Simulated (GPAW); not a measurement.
# SiC in GPAW: convergence with empty bands an atom in the response

Input of the first run (empty bands an atom in the response 2); the others differ in this setting and in those tied to it:

File run.py:

```python
import numpy as np
from ase.dft.bandgap import bandgap
from ase.io import read, write
from gpaw import GPAW, PW
from gpaw.response.df import DielectricFunction

atoms = read('SiC.cif')

calc = GPAW(mode=PW(550),
            xc='PBE',
            kpts={'size': (8, 8, 2), 'gamma': True},
            occupations={'name': 'fermi-dirac', 'width': 0.001},
            nbands=32,
            convergence={'density': 1e-06},
            maxiter=150,
            txt='gpaw.txt')
atoms.calc = calc
energy = atoms.get_potential_energy()
calc.write('gs.gpw')
write('result.traj', atoms)
print(f'Energy: {energy:.6f} eV')
print('Fermi level:', round(calc.get_fermi_level(), 4), 'eV')
print(f'Gap: {bandgap(calc)[0]:.4f} eV, direct: {bandgap(calc, direct=True)[0]:.4f} eV')

for size in [(8, 8, 2)]:
    name = 'x'.join(str(n) for n in size)
    dense = calc.fixed_density(kpts={'size': size, 'gamma': True},
                               nbands=38, convergence={'bands': 32, 'eigenstates': 1e-7},
                               update_fermi_level=True, txt=f'dense-{name}.txt')
    dense.write(f'{name}.gpw', mode='all')
    df = DielectricFunction(f'{name}.gpw', frequencies=np.array([0.0]), hilbert=False, eta=0.001,
                            ecut=80, nbands=32, intraband=False, txt=f'df-{name}.txt')
    for xc in ['RPA']:
        for direction in ['x', 'y', 'z', [0, 1, 1], [1, 0, 1], [1, 1, 0]]:
            e0, e = df.get_macroscopic_dielectric_constant(xc=xc, direction=direction)
            print(f'{name} {xc} {direction}: {e0:.4f} without, {e:.4f} with local fields')
```

The input SiC.cif:

```cif
data_SiC
_cell_length_a 3.07569415
_cell_length_b 3.07569415
_cell_length_c 10.07064648
_cell_angle_alpha 90.00000000
_cell_angle_beta 90.00000000
_cell_angle_gamma 120.00000000
_space_group_name_H-M_alt 'P6_3mc'
_space_group_name_Hall 'P 6c -2c'
_space_group_IT_number 186
loop_
_space_group_symop_operation_xyz
'x,y,z'
'x-y,x,z+1/2'
'-y,x-y,z'
'-x,-y,z+1/2'
'-x+y,-x,z'
'y,-x+y,z+1/2'
'y,x,z+1/2'
'x,x-y,z'
'x-y,-y,z+1/2'
'-y,-x,z'
'-x,-x+y,z+1/2'
'-x+y,y,z'
loop_
_atom_site_label
_atom_site_type_symbol
_atom_site_symmetry_multiplicity
_atom_site_Wyckoff_symbol
_atom_site_fract_x
_atom_site_fract_y
_atom_site_fract_z
_atom_site_occupancy
Si1 Si 2 a 0.0000000000 0.0000000000 0.1878943800 1
Si2 Si 2 b 0.3333333333 0.6666666667 0.4378419800 1
C1 C 2 a 0.0000000000 0.0000000000 0.0004600500 1
C2 C 2 b 0.3333333333 0.6666666667 0.2498025900 1
```

Potentials or basis: GPAW PAW data sets (gpaw-data 1.2.1), pw.

Launch:

```console
$ OMP_NUM_THREADS=1 python run.py
```

The cell is a database's computed one.

Hardware: 1 thread of Arm Neoverse V1, on a shared host.

```csv
empty bands an atom in the response,dielectric constant,SCF cycles,CPU time (s),peak memory (GiB)
2,6.702,12,94,0.36
3,6.788,12,110,0.37
5,6.805,12,140,0.39
8,6.812,12,210,0.42
12,6.816,12,440,0.46
18,6.819,12,940,0.52
26,6.820,12,1700,0.61
```

Against the tightest run, the dielectric constant stays within 0.05 from 3 on. The tightest run that finished is the yardstick and may itself not be fully converged.

Caveat, for the tightest run too: the long-wavelength limit can be off by a per cent or two.
